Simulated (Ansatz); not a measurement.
**KF, response to strain**

The parent structure is KF in the rock salt structure (space group Fm-3m, No. 225; a = 5.307 Å). Axes: x, y, z lie along the cube axes.

Strains are applied to the cell and any free atomic positions relax.

All numbers come from PBEsol (Ansatz, a first-principles code, PAW, no SOC).

Notes on the quantities. energy relative to the base: free energy F; pressure: mean of the normal stresses, compression positive.

| change | energy relative to the base | electron mass | band gap | pressure | volume per atom |
|---|---|---|---|---|---|
| base | 0 meV/atom | 0.54 mₑ (at Γ) | 6.15 eV | -0.01 GPa | 18.68 Å³ |
| uniaxial strain ε_zz = −2.50 % | +2.9 meV/atom | 0.55 mₑ along z, 0.52 mₑ across (at Γ) | 6.25 eV | 0.95 GPa | 18.21 Å³ |
| uniaxial strain ε_zz = −2.00 % | +1.8 meV/atom | – | 6.23 eV | 0.74 GPa | 18.31 Å³ |
| uniaxial strain ε_zz = −1.50 % | +1.0 meV/atom | 0.54 mₑ (at Γ) | 6.21 eV | 0.53 GPa | 18.40 Å³ |
| uniaxial strain ε_zz = −0.50 % | +0.1 meV/atom | 0.54 mₑ (at Γ) | 6.17 eV | 0.16 GPa | 18.59 Å³ |
| uniaxial strain ε_zz = +0.50 % | +0.1 meV/atom | 0.54 mₑ (at Γ) | 6.12 eV | -0.17 GPa | 18.77 Å³ |
| uniaxial strain ε_zz = +1.00 % | +0.4 meV/atom | 0.54 mₑ (at Γ) | (withheld) | -0.32 GPa | 18.87 Å³ |
| uniaxial strain ε_zz = +2.00 % | +1.5 meV/atom | 0.54 mₑ (at Γ) | 6.04 eV | -0.60 GPa | 19.05 Å³ |
| uniaxial strain ε_zz = +2.50 % | +2.3 meV/atom | – | 6.01 eV | -0.73 GPa | 19.15 Å³ |
| uniaxial strain ε_zz = +3.00 % | (withheld) | 0.52 mₑ along z, 0.55 mₑ across (at Γ) | 5.99 eV | -0.85 GPa | 19.24 Å³ |

Problem. Fill in the withheld entries from the trend.

Solution. 
- uniaxial strain ε_zz = +1.00 %, band gap: 6.10 eV
- uniaxial strain ε_zz = +3.00 %, energy relative to the base: +3.2 meV/atom

Masses are band curvatures over ±0.01 Å⁻¹ around the edge. Stability against distortions was not tested.
